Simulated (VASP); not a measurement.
Wanted: the native input for a VASP 6.6.1 run.

- Task: single point
- Functional: PBE
- Potentials or basis: VASP PAW PBE potentials, release 64 (Mg, O)
- Cutoff: 520 eV
- k mesh: 3 × 2 × 3
- Occupations: fermi-dirac, width 0.15 eV
- Spin: no spin polarisation
- Dipole correction: no
- Further INCAR settings: ALGO = Normal; EDIFF = 1e-07; NBANDS = 27

The structure of Mg12O (a cell with a defect) lies in POSCAR:

```
Mg12O
1.0
    6.4200000000      0.0000000000      0.0000000000
   -4.8150000000      8.3398250000      0.0000000000
    0.0000000000      0.0000000000      5.2130400000
Mg O
12 1
Direct
   -0.0021450615      0.1203382565      0.0051025889
    0.3659180289      0.2336020240      0.5020103433
   -0.0415142593      0.3955718495      0.0587756856
    0.0533729240      0.4578513338      0.6120996578
    0.0490431157      0.6939474150      0.1433520556
    0.1818344888      0.7947408968      0.6325100134
    0.4253306855      0.0496413294      0.1348733177
    0.6365741530      0.0600012590      0.6019903933
    0.4810471286      0.3906796605     -0.0068098461
    0.7422920912      0.5797124040      0.5552038734
    0.5727973274      0.7301472153      0.0720884551
    0.9766213915      0.9397319488      0.4972914077
    0.2548995206      0.6664288519      0.8334676120
```

The cell was built by a generator and needn't be a form met in nature.

These files were run (other wordings do the same):

INCAR

```
SYSTEM = Mg12O
PREC     = Accurate       ! precision mode
ENCUT    = 520            ! plane-wave cutoff, eV
EDIFF    = 1E-7           ! SCF threshold, eV
ISMEAR   = -1             ! smearing method
SIGMA    = 0.15           ! smearing width, eV
LREAL    = .False.        ! projectors in reciprocal space
LASPH    = .True.         ! aspherical terms in the spheres
NELM     = 100            ! most SCF steps
ALGO     = Normal         ! electronic algorithm
ISIF     = 2              ! what is computed and relaxed
LWAVE    = .False.        ! write WAVECAR
LCHARG   = .True.         ! write CHGCAR
GGA      = PE             ! functional
LELF     = .True.         ! ELF
LVHAR    = .True.       
NBANDS   = 27             ! bands
```

KPOINTS

```
regular mesh
0
Gamma
  3 2 3
  0 0 0
```

Potentials or basis: VASP PAW PBE potentials, release 64 (Mg, O).

Launch:

```console
$ cat potpaw_PBE.64/Mg/POTCAR potpaw_PBE.64/O/POTCAR > POTCAR
$ mpirun -np 1 vasp_std > vasp.out
```

It gave:

| Item | Value |
| --- | --- |
| Pressure | 5.4 GPa |
| Largest force | 2.367 eV/Å |
| Band gap on the k mesh | none (metal or under the smearing width) |

Caveat: the k mesh is coarse (spacing up to 0.40 Å⁻¹), so the values aren't converged.

Run time: 56 s on 1 thread of Intel(R) Xeon(R) 6975P-C (Granite Rapids), with other jobs on the host, peak memory 0.37 GiB.
